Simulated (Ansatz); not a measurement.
# WC (I4/mmm) in Ansatz: further runs

The runs below take WC through relaxation of the atoms, with PBE.

Everything below comes from runs of Ansatz 0.2.0. Logs are shortened: lines on timing, memory, paths and dates and some standing lists are left out, and cuts for length are marked.

## 1. The cell of the first run

It takes space group I4/mmm (No. 139, tetragonal). Conventional cell: a = 3.101 Å, b = 3.101 Å, c = 4.342 Å, α = 90.00°, β = 90.00°, γ = 90.00°. W (site symmetry 4/mmm) is surrounded by 6 C at 2.17 to 2.19 Å. C (site symmetry 4/mmm) is surrounded by 6 W at 2.17 to 2.19 Å.

Measurements of this composition are mostly on another form, of space group No. 187.

## 2. Relaxation of the atoms, PBE (strained by -1 %)

File input.yaml:

```yaml
crystal:
  lattice:
    - [0.0, 2.192684, 2.192684]
    - [2.17075716, 0.0, 2.192684]
    - [2.17075716, 2.192684, 0.0]
  atoms:
    - { symbol: W, position: [0.0, 0.0, 0.0] }
    - { symbol: C, position: [0.5, 0.5, 0.5] }
hamiltonian:
  xc: pbe
  pseudopotentials: { kind: paw }
kpoints:
  mp_grid: { grid: [10, 10, 10] }
scf:
  occupations: { method: fermi_dirac, width: 0.05 }
output:
  forces: true
  stress: true
  eigenvalues: true
relax:
  f_tol: 0.01
  max_steps: 40
```

Potentials or basis: Ansatz PAW.

Command:

```console
$ ansatz run input.yaml --threads 2 --pin off --max-ram 5632MiB --backend cpu --events-out ev --progress --plain --runs-dir out
```

Standard output:

```text
Warning: output.stress: scf.convergence.dr2_threshold = 1e-7 eV (the SCF's general default) is looser than the 2e-10 eV advised for a printed stress (1e-10 eV for each atom of the cell: 2). What an SCF threshold leaves in a stress goes as its square root, and in the free energy as the threshold itself, and one threshold admits the most on a small cell: of the crystals measured, under no hybrid functional and no lock of the moments, on runs that ended without the residual-converged pass, on stresses that held no estimate of that error, the worst erred by over 100 MPa in a component at 1e-7 eV an atom and by under 5 at 1e-10. Every solve of this run answers to scf.convergence.dr2_threshold, and the tensor of one is reported: a single SCF on the reported geometry and on this run's grids (its basis.xc_grid and basis.ecutrho_ratio typed), with scf.convergence.dr2_threshold at 2e-10 eV or tighter, prints it and tightens no other solve. Else set scf.convergence.dr2_threshold to 2e-10 eV or tighter. The threshold is an SCF's pass mark: one that does not reach it within its budget of iterations ends unconverged, or closes short of it on a stop that the run arms, and scf.convergence.dr2_threshold's page says what that costs each kind of run
Warning: RAYON_NUM_THREADS=2 ignored (pool sized by the plan → 2); use --threads N
Engine: ansatz 0.2.0, x86_64-unknown-linux-gnu
Pseudopotentials: kind: paw
Pseudopotential: W, paw, valence charge 14, recommended cutoff 420 eV (normal), W.paw.azcp
Pseudopotential: C, paw, valence charge 4, recommended cutoff 420 eV (normal), C.paw.azcp
Functional definition: PBE
  parameter kappa = 0.804
  parameter beta = 0.06672455060314922
  exchange = pbe_x(kappa = kappa, mu = beta*pi^2/3)
  correlation = pbe_c(beta = beta)
Crystal: 2 atoms, lattice volume = 20.873 Å³
Basis set: ecut = 420 eV, 411 PW (Γ), exchange–correlation on 48×48×48 points (8 copies of the dense FFT grid, shifted against one another)
Bands: 13, of which v1, the nominal top of the filled ones, is band 9 counted from 1 (8 counted from 0)
Symmetry: 16 space group operations
Space group: I4/mmm (ITA 139), of the structure as read, at distance tolerance 2.8e-5 Å
k-points: 102 of 1000
Non-local potential: W, projectors of the file, l = 0: 3, l = 1: 2, l = 2: 2, l = 3: 1
Non-local potential: C, projectors of the file, l = 0: 2, l = 1: 2, l = 2: 1
PAW form: soft (Blöchl's): semilocal exchange-correlation on the pseudo side does not see the compensation charge
PAW one-centre angular grid: W, 590 points (default); XC on 64 Gauss nodes
PAW one-centre angular grid: C, 110 points (default); XC on 64 Gauss nodes
Initial density: superposition of atomic densities (neutral atoms: chi_scale 0, normalization atom), corrected by the library's trained network
Initial wavefunctions: pseudopotential atomic-orbital guess
Functional: x = pbe(κ = 0.804, μ = 0.2195149727645171), c = pbe(β = 0.06672455060314922)
SCF iter   1: F=—  HF=-10635.177372 eV  |F-HF|=—  |Δ(HF+E_count)|=         —  Δρ=4.99e-3  dr2=5.01e-3  ethr=1.77e-3  ⟨swp⟩=5.3  Hψ=15190  notcnv=0  defer=94
automatic band count: the SCF goes on with 17 bands, as 13 were too few: the levels above may hold too much charge
preconditioner: auto → none  [metal: Δε(μ)=0.026 eV  Ē_g=14.696 eV  σ=0.050 eV  W_gap=0.13  n_scr=8 (ndim 8)  ℏωp=25.7 eV  f_vac=0.000  D(μ)=0.77/eV (n_scr^D=8)  sad-step TF]
SCF iter   2: F=—  HF=-10635.177357 eV  |F-HF|=—  |Δ(HF+E_count)|=   1.50e-5  Δρ=3.56e-3  dr2=2.88e-3  ethr=2.78e-5  ⟨swp⟩=1.1  Hψ=2573  notcnv=0  defer=115
SCF iter   3: F=—  HF=-10635.177082 eV  |F-HF|=—  |Δ(HF+E_count)|=   2.75e-4  Δρ=5.00e-4  dr2=4.63e-5  ethr=1.60e-5  ⟨swp⟩=1.4  Hψ=1673  notcnv=0  defer=115
SCF iter   4: F=—  HF=-10635.177073 eV  |F-HF|=—  |Δ(HF+E_count)|=   9.00e-6  Δρ=1.16e-4  dr2=1.02e-6  ethr=2.57e-7  ⟨swp⟩=2.9  Hψ=2390  notcnv=0  defer=115
iter 5 did not close the SCF: its close was put off for the readings that it lacked (scf_convergence_deferred on its scf_iter line)
SCF iter   5: F=-10635.177074 eV  HF=-10635.177074 eV  |F-HF|=4.09e-8  |Δ(HF+E_count)|=   1.06e-6  Δρ=2.31e-5  dr2=7.25e-8  ethr=5.66e-9  ⟨swp⟩=2.1  Hψ=2050  notcnv=0  defer=115
SCF iter   6: F=-10635.177074 eV  HF=-10635.177074 eV  |F-HF|=3.89e-10  |Δ(HF+E_count)|=   1.65e-8  Δρ=2.30e-6  dr2=9.05e-10  ethr=4.03e-10  ⟨swp⟩=5.9  Hψ=7072  notcnv=0
SCF 1 converged in 6 iterations: F = -10635.177074 eV  dr2 = 9.05e-10
relax step   1: F+E_penalty+E_count = -10635.17707415 eV  Δ(F+E_penalty+E_count) = +0.000e0 eV  max|allowed force component| = 1.282e-30 eV/Å  Δτ_max = 0.0000 Å  (6 SCF iters, accepted)
SCF converged after 6 iterations
Free energy (F): -10635.177074 eV
Harris-Foulkes:  -10635.177074 eV  (|F-HF|=3.89e-10)
Internal energy: -10635.170788 eV  (E = F + TS)
E sigma→0 (E₀):  -10635.173931 eV
Entropy (-TS):   -0.006286 eV (-3.143 meV/atom)
Fermi energy:    22.062573 eV
--- Per-component energies (eV) ---
  E_band       = -57.765658
  E_kinetic    = 542.363839
  E_local      = -653.129034  (includes V_loc(G=0)·N_el)
  E_nonlocal   = 26.367309
  E_hartree    = 229.026023
  E_xc         = -316.229006
  E_vxc        = -300.037163  (∫ρ·V_xc dr)
  E_paw        = -8661.401542  (= ΣΔE_a)
  E_vpaw       = -131.382883  (= ΣTr[D̂ρ^β])
  E_aug_tail   = -0.000073  (compensation charges beyond the density's cutoff)
  E_ewald      = -1802.168302
  E_smearing   = -0.006286  (= −TS)
  E_closure    = 0.000000  (closes the sum)
  Σ components = -10635.177074   (vs F -10635.177074, Δ=0.00e0)
--- Forces (eV/Å), atoms counted from 1 ---
  atom   1  W      0.00000000    -0.00000000     0.00000000
  atom   2  C      0.00000000    -0.00000000    -0.00000000
  max |Σ_I F_I| component: 1.38e-30 eV/Å
--- Stress (GPa, compression-positive) ---
        6.550112       0.000000       0.000000
        0.000000       0.159660      -0.000000
        0.000000       0.000000       0.159660
  P = ⅓ Tr σ = 2.2898 GPa (22.898 kbar)
--- Band table (eV; the first three rows and the last of 102) ---
  k-point 0: bands = ["-53.3329", "-17.3637", "-17.3637", "-17.3628", "6.1265", "19.1963", "19.1963", "19.3184", "20.9227", "20.9227", "20.9699", "20.9965", "21.1105", "28.5743", "31.6919", "45.1151", "45.3868"]
  k-point 1: bands = ["-53.3292", "-17.4242", "-17.3706", "-17.3691", "6.4089", "18.3160", "18.7361", "18.8147", "19.8431", "19.8816", "21.3058", "23.0910", "23.1989", "29.0926", "32.3427", "42.6435", "43.7782"]
  k-point 2: bands = ["-53.3194", "-17.5808", "-17.3887", "-17.3846", "7.2068", "16.6433", "17.3526", "17.4011", "20.4485", "20.4731", "21.7759", "25.4537", "25.5936", "30.1380", "33.7803", "39.7668", "40.7224"]
  k-point 101: bands = ["-53.2814", "-17.7942", "-17.6891", "-17.5895", "9.1963", "15.8474", "15.8922", "15.9574", "21.7791", "23.3573", "24.2835", "25.3304", "26.9915", "33.4082", "34.1939", "35.6822", "38.6892"]
--- Relaxed structure (1 steps of the walk, 1 accepted, 0 SCFs on fresh bases) ---
  F+E_penalty+E_count = -10635.17707415 eV   max|allowed force component| = 1.282e-30 eV/Å
  atoms:
    - { symbol: W, position: [0.0, 0.0, 0.0] }
    - { symbol: C, position: [0.5, 0.5, 0.5] }
```

It took 1.8 s on 2 threads of Intel Xeon Platinum 8259CL at 2.50GHz (Skylake/Cascade Lake), shared host; peak memory 0.39 GiB.

Results:

```yaml
Free_energy: -10635.1771 eV
Pressure_after_relaxing: 2.3 GPa
Band_gap_on_the_k_mesh: none (metal or under the smearing width)
```

Final structure:
```xyz
2
Lattice="0.0000 2.1927 2.1927 2.1708 0.0000 2.1927 2.1708 2.1927 0.0000" Properties=species:S:1:pos:R:3 pbc="T T T"
W     0.0000    0.0000    0.0000
C     2.1708    2.1927    2.1927
```

Caveat: the relaxation stopped at its first step, so nothing moved; the pressure holds a Pulay correction of +0.3 GPa for the finite cutoff; the thresholds are loose for stress.

## 3. Relaxation of the atoms, PBE (strained by +1 %)

Changes to input.yaml since step 2:

```diff
@@ -3,4 +3,4 @@
     - [0.0, 2.192684, 2.192684]
-    - [2.17075716, 0.0, 2.192684]
-    - [2.17075716, 2.192684, 0.0]
+    - [2.21461084, 0.0, 2.192684]
+    - [2.21461084, 2.192684, 0.0]
   atoms:
```

Potentials or basis: Ansatz PAW.

Command:

```console
$ ansatz run input.yaml --threads 2 --pin off --max-ram 5632MiB --backend cpu --events-out ev --progress --plain --runs-dir out
```

Standard output:

```text
Warning: output.stress: scf.convergence.dr2_threshold = 1e-7 eV (the SCF's general default) is looser than the 2e-10 eV advised for a printed stress (1e-10 eV for each atom of the cell: 2). What an SCF threshold leaves in a stress goes as its square root, and in the free energy as the threshold itself, and one threshold admits the most on a small cell: of the crystals measured, under no hybrid functional and no lock of the moments, on runs that ended without the residual-converged pass, on stresses that held no estimate of that error, the worst erred by over 100 MPa in a component at 1e-7 eV an atom and by under 5 at 1e-10. Every solve of this run answers to scf.convergence.dr2_threshold, and the tensor of one is reported: a single SCF on the reported geometry and on this run's grids (its basis.xc_grid and basis.ecutrho_ratio typed), with scf.convergence.dr2_threshold at 2e-10 eV or tighter, prints it and tightens no other solve. Else set scf.convergence.dr2_threshold to 2e-10 eV or tighter. The threshold is an SCF's pass mark: one that does not reach it within its budget of iterations ends unconverged, or closes short of it on a stop that the run arms, and scf.convergence.dr2_threshold's page says what that costs each kind of run
Warning: RAYON_NUM_THREADS=2 ignored (pool sized by the plan → 2); use --threads N
[... 4 set-up lines as earlier in the session ...]
[... 64 lines left out ...]
  k-point 1: bands = ["-53.8335", "-17.9258", "-17.8769", "-17.8744", "6.0865", "17.9119", "18.3245", "18.4004", "19.4089", "19.4447", "20.8366", "22.5804", "22.6901", "28.3840", "31.8527", "41.8301", "42.9413"]
  k-point 2: bands = ["-53.8247", "-18.0705", "-17.8938", "-17.8890", "6.8643", "16.2555", "16.9667", "17.0129", "19.9984", "20.0225", "21.2900", "24.8877", "25.0319", "29.4420", "33.2212", "39.0147", "39.9766"]
  k-point 101: bands = ["-53.7892", "-18.2764", "-18.1843", "-18.0736", "8.7737", "15.5483", "15.6087", "15.6457", "21.1163", "22.6056", "23.8219", "24.8375", "26.5126", "32.2298", "33.6569", "35.1306", "37.5739"]
--- Relaxed structure (1 steps of the walk, 1 accepted, 0 SCFs on fresh bases) ---
  F+E_penalty+E_count = -10635.17370250 eV   max|allowed force component| = 1.874e-30 eV/Å
  atoms:
    - { symbol: W, position: [0.0, 0.0, 0.0] }
    - { symbol: C, position: [0.5, 0.5, 0.5] }
```

Run time: 1.7 s. Hardware: 2 threads of Intel Xeon Platinum 8259CL at 2.50GHz (Skylake/Cascade Lake), shared host; peak memory 0.39 GiB.

What came out:

- Free energy: -10635.1737 eV
- Pressure after relaxing: -4.9 GPa
- Band gap on the k mesh: none (metal or under the smearing width)

Stress tensor (GPa, compression positive):
```
-8.31  0.00  0.00
 0.00 -3.20  0.00
 0.00  0.00 -3.20
```

Final structure:
```xyz
2
Lattice="0.0000 2.1927 2.1927 2.2146 0.0000 2.1927 2.2146 2.1927 0.0000" Properties=species:S:1:pos:R:3 pbc="T T T"
W     0.0000    0.0000    0.0000
C     2.2146    2.1927    2.1927
```

Caveat: the relaxation stopped at its first step, so nothing moved; the pressure holds a Pulay correction of +0.3 GPa for the finite cutoff; the thresholds are loose for stress. Spin-orbit coupling is left out, which matters for the levels of W.

## 4. Relaxation of the atoms, PBE (strained by +2 %)

Changes to input.yaml since step 3:

```diff
@@ -3,4 +3,4 @@
     - [0.0, 2.192684, 2.192684]
-    - [2.21461084, 0.0, 2.192684]
-    - [2.21461084, 2.192684, 0.0]
+    - [2.23653768, 0.0, 2.192684]
+    - [2.23653768, 2.192684, 0.0]
   atoms:
```

Command:

```console
$ ansatz run input.yaml --threads 2 --pin off --max-ram 5632MiB --backend cpu --events-out ev --progress --plain --runs-dir out
```

Run time: 1.8 s. Hardware: 2 threads of Intel Xeon Platinum 8259CL at 2.50GHz (Skylake/Cascade Lake), shared host; peak memory 0.38 GiB.

Results (log left out):

```yaml
Free_energy: -10635.1587 eV
Pressure_after_relaxing: -8.0 GPa
Band_gap_on_the_k_mesh: none (metal or under the smearing width)
```

Stress tensor (GPa, compression positive):
```
-14.38   0.00   0.00
  0.00  -4.84   0.00
  0.00   0.00  -4.84
```

Final structure:
```
W C
1.0
     0.00000    2.19268    2.19268
     2.23654    0.00000    2.19268
     2.23654    2.19268    0.00000
W C
1 1
Direct
  0.00000 0.00000 0.00000
  0.50000 0.50000 0.50000
```

Levels at points of the mesh, in eV from the Fermi level:
| k point | band 7 | band 8 | band 9 | band 10 | band 11 | band 12 |
| --- | --- | --- | --- | --- | --- | --- |
| (0.00, 0.00, 0.00) | -2.61 | -2.61 | -1.10 | -1.09 | -1.02 | -1.02 |
| (0.00, 0.00, -0.50) | -6.48 | -6.45 | 0.91 | 1.06 | 2.23 | 4.87 |
| (0.00, -0.50, -0.50) | -5.62 | -2.39 | -2.39 | 0.78 | 2.16 | 2.16 |
| (-0.50, 0.00, -0.50) | -5.48 | -2.54 | -2.50 | 0.80 | 2.06 | 2.28 |

Caveat: the relaxation stopped at its first step, so nothing moved; the pressure holds a Pulay correction of +0.3 GPa for the finite cutoff; the thresholds are loose for stress. Spin-orbit coupling is left out, which matters for the levels of W.

## 5. Summary

```csv
cell,gap on the mesh (eV),pressure (GPa)
atoms relaxed from: strained by -1 %,none,2.3
atoms relaxed from: strained by +1 %,none,-4.9
atoms relaxed from: strained by +2 %,none,-8.0
```

Alike in all rows: task relaxation of the atoms; level PBE; potentials or basis Ansatz PAW; no spin polarisation; k mesh 10 × 10 × 10; cutoff (eV) 420; smearing fermi-dirac 0.05 eV.

Caveats: the relaxation stopped at its first step, so nothing moved; the thresholds are loose for stress.

Absolute energies hang on the potentials; compare differences alone.
